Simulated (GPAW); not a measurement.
# ZnSe (Stilleite) (F-43m) in GPAW: settings compared, part 3 of 3

GPAW 26.7.0. Earlier steps stand in the parts before.

### 6 Piezoelectric tensor, AM05+D4, 22.76 Å³/atom

The input, run.py:

```python
import json
import numpy as np
import spglib
from ase import Atoms
from ase.calculators.mixing import SumCalculator
from ase.constraints import FixSymmetry
from ase.filters import FrechetCellFilter
from ase.io import write
from ase.optimize import BFGS
from ase.stress import full_3x3_to_voigt_6_stress, voigt_6_to_full_3x3_strain
from contextlib import redirect_stdout
from dftd4.ase import DFTD4
from io import StringIO
from gpaw import GPAW, PW, setup_paths
from gpaw.berryphase import polarization_phase

setup_paths.insert(0, '.')

atoms = Atoms(['Se', 'Zn'],
              cell=[[0.0, 2.8338, 2.8338],
                    [2.8338, 0.0, 2.8338],
                    [2.8338, 2.8338, 0.0]],
              scaled_positions=[[0.75, 0.75, 0.75],
                                [0.0, 0.0, 0.0]],
              pbc=True)

calc = GPAW(mode=PW(600),
            xc='AM05',
            kpts={'size': (5, 5, 5), 'gamma': True},
            occupations={'name': 'fermi-dirac', 'width': 0.01},
            nbands=18,
            convergence={'density': 1e-06, 'eigenstates': 1e-09},
            maxiter=150,
            symmetry={'tolerance': 0.001},
            txt='gpaw.txt')
atoms.calc = SumCalculator([calc, DFTD4(method='am05')])
atoms.set_constraint(FixSymmetry(atoms))
BFGS(FrechetCellFilter(atoms), trajectory='relax.traj', logfile='-').run(fmax=0.005, steps=40)
atoms.set_constraint()
energy = atoms.get_potential_energy()
forces = atoms.get_forces()
stress = atoms.get_stress()
calc.write('gs.gpw')
write('result.traj', atoms)
print('Cell:', atoms.cell.cellpar().round(4))
print(atoms.get_scaled_positions().round(5))

cell = atoms.cell[:].T
dataset = spglib.get_symmetry((atoms.cell[:], atoms.get_scaled_positions(), atoms.numbers), symprec=1e-4)
rotations = [cell @ w @ np.linalg.inv(cell) for w in dataset['rotations']]

def phase(a, name):
    c = GPAW(mode=PW(510),
             xc='AM05',
             kpts={'size': (5, 5, 5), 'gamma': True},
             occupations={'name': 'fermi-dirac', 'width': 0.01},
             nbands=18,
             convergence={'density': 1e-06, 'eigenstates': 1e-09},
             maxiter=150,
             symmetry='off',
             txt=name + '.txt')
    b = a.copy()
    b.calc = c
    b.get_potential_energy()
    with redirect_stdout(StringIO()):
        return polarization_phase(calc=c)['phase_c']

strains, rows = [], {'clamped': [], 'relaxed': []}
for v in [0, 3]:
    phases = {'clamped': [], 'relaxed': []}
    for e in (-0.005, 0.005):
        voigt = np.zeros(6)
        voigt[v] = e
        F = voigt_6_to_full_3x3_strain(voigt)
        a = atoms.copy()
        a.set_cell(atoms.cell[:] @ F, scale_atoms=True)
        phases['clamped'].append(phase(a, f'clamped-{v}{e:+.3f}'))
        c = GPAW(mode=PW(510),
                 xc='AM05',
                 kpts={'size': (5, 5, 5), 'gamma': True},
                 occupations={'name': 'fermi-dirac', 'width': 0.01},
                 nbands=18,
                 convergence={'density': 1e-06, 'eigenstates': 1e-09},
                 maxiter=150,
                 symmetry={'tolerance': 0.001},
                 txt=f'relax-{v}{e:+.3f}.txt')
        a.calc = SumCalculator([c, DFTD4(method='am05')])
        BFGS(a, logfile=None).run(fmax=0.002, steps=30)
        phases['relaxed'].append(phase(a, f'relaxed-{v}{e:+.3f}'))
    for key, (lo, hi) in phases.items():
        dphi = (hi - lo + np.pi) % (2 * np.pi) - np.pi
        dP = dphi @ atoms.cell[:] / (2 * np.pi * atoms.get_volume()) * 16.021766  # C/m^2
        print(v, key, (dP / (2 * 0.005)).round(4), flush=True)
        rows[key] += [R @ dP for R in rotations]
    strains += [full_3x3_to_voigt_6_stress(R @ (2 * (F - np.eye(3))) @ R.T) * [1, 1, 1, 2, 2, 2] for R in rotations]

result = {key: np.linalg.lstsq(np.array(strains), np.array(P), rcond=None)[0].T for key, P in rows.items()}
for key, e_iv in result.items():
    print(f'Piezoelectric tensor, {key} ions (C/m^2):')
    print(e_iv.round(3))
json.dump({key: e_iv.tolist() for key, e_iv in result.items()}, open('piezo.json', 'w'))
```

Potentials or basis: PAW data sets generated in the run's folder for this functional, pw.

Started as:

```console
$ gpaw-setup -f AM05 Se Zn
$ OMP_NUM_THREADS=1 python run.py
```

gpaw.txt:

```text
__  _  _
 | _ |_)|_||  |
 |__||  | ||/\| - 26.7.0

Input parameters:
  mode=PW(ecut=600.0),
  convergence={'density': 1e-06, 'eigenstates': 1e-09},
  kpts=MonkhorstPack(size=(5, 5, 5), gamma=True),
  maxiter=150,
  nbands=18,
  occupations=Occupations(name='fermi-dirac', width=0.01),
  symmetry=Symmetry(tolerance=0.001),
  xc=XC(name='AM05')

Diagonalizing LCAO Hamiltonian
Converting LCAO to pw mode

                    Se

       Zn

Atoms  # Å, Bohr magnetons
|   | symbol |        x |        y |        z |    initial magnetic moments |
|---|--------|----------|----------|----------|-----------------------------|
| 0 |     Se | 4.250700 | 4.250700 | 4.250700 | ( 0.0000,  0.0000,  0.0000) |
| 1 |     Zn | 0.000000 | 0.000000 | 0.000000 | ( 0.0000,  0.0000,  0.0000) |

Unit cell  # Å
| periodic |        x |        y |        z |  lengths |    angles |
|----------|----------|----------|----------|----------|-----------|
|      yes | 0.000000 | 2.833800 | 2.833800 | 4.007598 | 60.000000 |
|      yes | 2.833800 | 0.000000 | 2.833800 | 4.007598 | 60.000000 |
|      yes | 2.833800 | 2.833800 | 0.000000 | 4.007598 | 60.000000 |

Number of symmetries: 24
Symmetry operations  # r_c * U_cc + t_c -> r_c
|    | kind |            matrix            |
|----|------|------------------------------|
|  0 |  E   |  1, 0, 0,  0, 1, 0,  0, 0, 1 |
|  1 |  σ   |  1, 0, 0,  0, 0, 1,  0, 1, 0 |
|  2 |  σ   |  1, 0,-1,  0, 1,-1,  0, 0,-1 |
|  3 |  C3  |  1, 0,-1,  0, 0,-1,  0, 1,-1 |
|  4 |  C3  |  1,-1, 0,  0,-1, 1,  0,-1, 0 |
|  5 |  σ   |  1,-1, 0,  0,-1, 0,  0,-1, 1 |
|  6 |  σ   |  0, 1, 0,  1, 0, 0,  0, 0, 1 |
|  7 |  C3  |  0, 1, 0,  0, 0, 1,  1, 0, 0 |
|  8 |  C2  |  0, 1,-1,  1, 0,-1,  0, 0,-1 |
[... 145 lines left out ...]
SCF iterations
|iter     | |      energy | eigst |  dens |
|---------|-|-------------|-------|-------|
|iter:   1| |   -6.588431 | -0.29 |       |
|iter:   2| |   -6.531029 | -2.22 | -1.25 |
|iter:   3| |   -6.347394 | -1.66 | -1.29 |
|iter:   4| |   -6.346313 | -2.64 | -1.83 |
|iter:   5| |   -6.347295c| -3.78 | -2.33 |
|iter:   6| |   -6.347303c| -4.39 | -2.99 |
|iter:   7| |   -6.347331c| -5.22 | -3.49 |
|iter:   8| |   -6.347334c| -6.26 | -4.03 |
|iter:   9| |   -6.347334c| -8.20 | -5.01 |
|iter:  10| |   -6.347334c| -9.11c| -5.40 |
|iter:  11| |   -6.347334c|-10.12c| -6.46c|

[... 497 lines left out ...]

Converged in 10 steps
Energy contributions relative to reference atoms: (reference = -114813.987376)

Energy contributions:
  Kinetic:          12.768418
  Coulomb:         -10.670671
  Zero:             -0.050395
  External:          0.000000
  Xc:               -8.391395
  Entropy:           0.000000
  Spinorbit:         0.000000
  ----------------------------
  Free energy:      -6.344043
  Extrapolated:     -6.344043
[... 31 lines left out ...]
Stress tensor  # eV/Ang^3
|         x |         y |         z |
|-----------|-----------|-----------|
| -0.008257 |  0.000000 |  0.000000 |
|  0.000000 | -0.008257 |  0.000000 |
|  0.000000 |  0.000000 | -0.008257 |

Forces  # eV/Ang
|        x |       y |       z |
|----------|---------|---------|
| -0.00000 | 0.00000 | 0.00000 |  # Se   0
|  0.00000 | 0.00000 | 0.00000 |  # Zn   1

Interpolating wave functions to new cell

                    Se

       Zn

Atoms  # Å, Bohr magnetons
|   | symbol |         x |         y |         z |    initial magnetic moments |
|---|--------|-----------|-----------|-----------|-----------------------------|
| 0 |     Se |  4.212678 |  4.212678 |  4.212678 | ( 0.0000,  0.0000,  0.0000) |
| 1 |     Zn | -0.000000 | -0.000000 | -0.000000 | ( 0.0000,  0.0000,  0.0000) |

Unit cell  # Å
| periodic |        x |        y |         z |  lengths |    angles |
|----------|----------|----------|-----------|----------|-----------|
|      yes | 0.000000 | 2.808452 |  2.808452 | 3.971751 | 60.000000 |
|      yes | 2.808452 | 0.000000 |  2.808452 | 3.971751 | 60.000000 |
|      yes | 2.808452 | 2.808452 | -0.000000 | 3.971751 | 60.000000 |

Number of symmetries: 24
Symmetry operations  # r_c * U_cc + t_c -> r_c
|    | kind |            matrix            |
|----|------|------------------------------|
|  0 |  E   |  1, 0, 0,  0, 1, 0,  0, 0, 1 |
|  1 |  σ   |  1, 0, 0,  0, 0, 1,  0, 1, 0 |
|  2 |  σ   |  1, 0,-1,  0, 1,-1,  0, 0,-1 |
|  3 |  C3  |  1, 0,-1,  0, 0,-1,  0, 1,-1 |
|  4 |  C3  |  1,-1, 0,  0,-1, 1,  0,-1, 0 |
|  5 |  σ   |  1,-1, 0,  0,-1, 0,  0,-1, 1 |
|  6 |  σ   |  0, 1, 0,  1, 0, 0,  0, 0, 1 |
|  7 |  C3  |  0, 1, 0,  0, 0, 1,  1, 0, 0 |
|  8 |  C2  |  0, 1,-1,  1, 0,-1,  0, 0,-1 |
[... 145 lines left out ...]
SCF iterations
|iter     | |      energy | eigst |  dens |
|---------|-|-------------|-------|-------|
|iter:   1| |   -6.344352 | -4.03 |       |
|iter:   2| |   -6.344348 | -6.03 | -3.35 |
|iter:   3| |   -6.344330c| -6.11 | -3.39 |
|iter:   4| |   -6.344329c| -7.02 | -4.10 |
|iter:   5| |   -6.344329c| -8.12 | -4.58 |
|iter:   6| |   -6.344329c| -9.09c| -5.32 |
|iter:   7| |   -6.344329c| -9.91c| -5.76 |
|iter:   8| |   -6.344329c| -9.97c| -6.36c|

Converged in 8 steps
Energy contributions relative to reference atoms: (reference = -114813.987376)

Energy contributions:
  Kinetic:          12.717076
  Coulomb:         -10.630485
  Zero:             -0.050327
  External:          0.000000
  Xc:               -8.380593
  Entropy:          -0.000000
  Spinorbit:         0.000000
  ----------------------------
  Free energy:      -6.344329
  Extrapolated:     -6.344329
[... 31 lines left out ...]
Stress tensor  # eV/Ang^3
|         x |         y |         z |
|-----------|-----------|-----------|
| -0.007915 |  0.000000 |  0.000000 |
|  0.000000 | -0.007915 |  0.000000 |
|  0.000000 |  0.000000 | -0.007915 |

Forces  # eV/Ang
|        x |        y |        z |
|----------|----------|----------|
|  0.00000 | -0.00000 | -0.00000 |  # Se   0
| -0.00000 |  0.00000 | -0.00000 |  # Zn   1

# Writing to gs.gpw (mode='')
```

stdout:

```text
Step          Energy          fmax
BFGS:    0       -6.713058        0.238000
BFGS:    1       -6.715239        0.194263
BFGS:    2       -6.719388        0.007083
BFGS:    3       -6.719393        0.000211
Cell: [ 3.9718  3.9718  3.9718 60.     60.     60.    ]
[[0.75 0.75 0.75]
 [0.   0.   0.  ]]
0 clamped [-0.024 -0.024 -0.024]
0 relaxed [-0.024 -0.024 -0.024]
3 clamped [ 0.6953 -0.     -0.    ]
3 relaxed [-0.0276 -0.     -0.    ]
Piezoelectric tensor, clamped ions (C/m^2):
[[-0.    -0.     0.     0.695  0.     0.   ]
 [ 0.     0.    -0.     0.     0.695  0.   ]
 [-0.    -0.    -0.     0.     0.     0.695]]
Piezoelectric tensor, relaxed ions (C/m^2):
[[-0.     0.    -0.    -0.028 -0.    -0.   ]
 [-0.    -0.    -0.     0.    -0.028 -0.   ]
 [-0.     0.     0.    -0.    -0.    -0.028]]
```

clamped-0-0.005.txt:

```text
SCF iterations
|iter     | |      energy | eigst |  dens |
|---------|-|-------------|-------|-------|
|iter:   1| |   -6.577300 | -0.29 |       |
|iter:   2| |   -6.520104 | -2.22 | -1.25 |
|iter:   3| |   -6.337650 | -1.68 | -1.29 |
|iter:   4| |   -6.336901 | -2.70 | -1.83 |
|iter:   5| |   -6.337957c| -3.92 | -2.33 |
|iter:   6| |   -6.337984c| -4.62 | -3.07 |
|iter:   7| |   -6.338011c| -5.37 | -3.51 |
|iter:   8| |   -6.338014c| -6.21 | -4.03 |
|iter:   9| |   -6.338014c| -8.50 | -5.04 |
|iter:  10| |   -6.338014c| -9.34c| -5.41 |
|iter:  11| |   -6.338014c|-10.25c| -6.51c|

Converged in 11 steps
Energy contributions relative to reference atoms: (reference = -114813.987376)

Energy contributions:
  Kinetic:          13.095281
  Coulomb:         -10.920924
  Zero:             -0.060303
  External:          0.000000
  Xc:               -8.452069
  Entropy:          -0.000000
  Spinorbit:         0.000000
  ----------------------------
  Free energy:      -6.338014
  Extrapolated:     -6.338014

dipole moment: (-6.912483, -6.947219, -6.947219)  # |e|*Ang

Fermi level: 4.703
Eigenvalues  # (at kpt = [-0.400, -0.400, -0.400])
| band index |      eig [eV] | occ [0-2] |
|------------|---------------|-----------|
|          0 |        -8.540 |     2.000 |
|          1 |        -2.450 |     2.000 |
|          2 |        -2.447 |     2.000 |
|          3 |        -2.209 |     2.000 |
|          4 |        -2.132 |     2.000 |
|          5 |        -2.131 |     2.000 |
[... 10 lines left out ...]
|         16 |        19.610 |     0.000 |
|         17 |        20.438 |     0.000 |

Gap: 1.392 eV
Transition (v -> c):
  (s=0, k=62, n=8, [0.00, 0.00, 0.00]) -> (s=0, k=62, n=9, [0.00, 0.00, 0.00])
No difference between direct/indirect transitions
```

Run time: 10 min. Hardware: 1 thread of Arm Neoverse V1, shared host; peak memory 0.56 GiB.

Results:

| Property | Result |
| --- | --- |
| Free energy | -6.7194 eV |
| Relaxed volume | 22.15 Å³/atom |
| Relaxed cell | a = 3.972 Å, b = 3.972 Å, c = 3.972 Å, α = 60.00°, β = 60.00°, γ = 60.00° |
| Space group after relaxing (to 0.05 Å) | F-43m (No. 216) |
| Pressure after relaxing | 0.0 GPa |
| Band gap on the k mesh | 1.38 eV, direct |
| Dispersion energy per atom | -0.188 eV |

Caveat: the k mesh is coarse; the cutoff is short for stress and forces, so pressures can be off by a GPa or more; the density grid can change from cell to cell, which puts small steps into energies and stress.

### 7 Overview

```tsv
level	potentials or basis	spin	k mesh	band points	eigensolver	spin axis theta (degrees)	spin axis phi (degrees)	gap on the mesh (eV)	pressure (GPa)
revPBE	the program's PAW data sets (release 1.2.1) made for this functional, pw	off	8 × 8 × 8	60	-	-	-	1.42	3.8
BLYP	PAW data sets generated in the run's folder for this functional, pw	off	8 × 8 × 8	100	davidson	-	-	1.25	5.1
r2SCAN	GPAW PAW data sets (gpaw-data 1.2.1), pw	off	8 × 8 × 8	100	-	-	-	1.87	-0.4
r2SCAN	GPAW PAW data sets (gpaw-data 1.2.1), pw	SOC, no magnetisation	6 × 6 × 6	80	-	54.7	45	1.74	-0.4
```

Alike in all rows: task band structure; cell as given; cutoff (eV) 600; smearing fermi-dirac 0.05 eV.

Caveats: the PAW data sets were made with another functional, which shifts forces and pressure a little (some runs); spin-orbit coupling was added after a scalar SCF, so levels and gaps hold it while energy, forces, pressure and moments don't (some runs); this program's spin-orbit splittings come out too wide for heavy elements (some runs).

Total energies depend on the potentials used, so only differences within one code and one set of settings carry meaning.

### 8 How close it comes

Step 2. Against the measured gap of ZnSe, 2.695 eV (an exciton energy, a little under the gap; 300 K; “Alloy Disordering Effects on the Thermal Conductivity and Energy Gap Temperature Dependence of Cd1−xZnxSe Ternary Crystals Grown by the Bridgman Method”, 2023, pmc:10253836), the calculated 1.42 eV is off by -1.28 eV. Spin-orbit coupling on Se is left out. The value is that of revPBE, without temperature or zero-point motion. Semilocal functionals fall short of measured gaps as a rule.

Step 3. Against the measured gap of ZnSe, 2.695 eV (an exciton energy, a little under the gap; 300 K; “Alloy Disordering Effects on the Thermal Conductivity and Energy Gap Temperature Dependence of Cd1−xZnxSe Ternary Crystals Grown by the Bridgman Method”, 2023, pmc:10253836), the calculated 1.25 eV is off by -1.45 eV. So large a miss can be the level of theory's own, or it may mean another phase, state or a wrong row. Spin-orbit coupling on Se is left out. The value is that of BLYP, without temperature or zero-point motion. Semilocal functionals fall short of measured gaps as a rule.

Step 4. Measured gap of ZnSe: 2.695 eV (an exciton energy, a little under the gap; 300 K; “Alloy Disordering Effects on the Thermal Conductivity and Energy Gap Temperature Dependence of Cd1−xZnxSe Ternary Crystals Grown by the Bridgman Method”, 2023, pmc:10253836). This calculation gives 1.87 eV (-0.82 eV). Spin-orbit coupling on Se is left out. The value is that of r2SCAN, without temperature or zero-point motion.

Step 5. A measured gap of ZnSe is 2.695 eV (an exciton energy, a little under the gap; 300 K; “Alloy Disordering Effects on the Thermal Conductivity and Energy Gap Temperature Dependence of Cd1−xZnxSe Ternary Crystals Grown by the Bridgman Method”, 2023, pmc:10253836); the calculated 1.74 eV misses it by -0.95 eV. The value is that of r2SCAN, without temperature or zero-point motion.
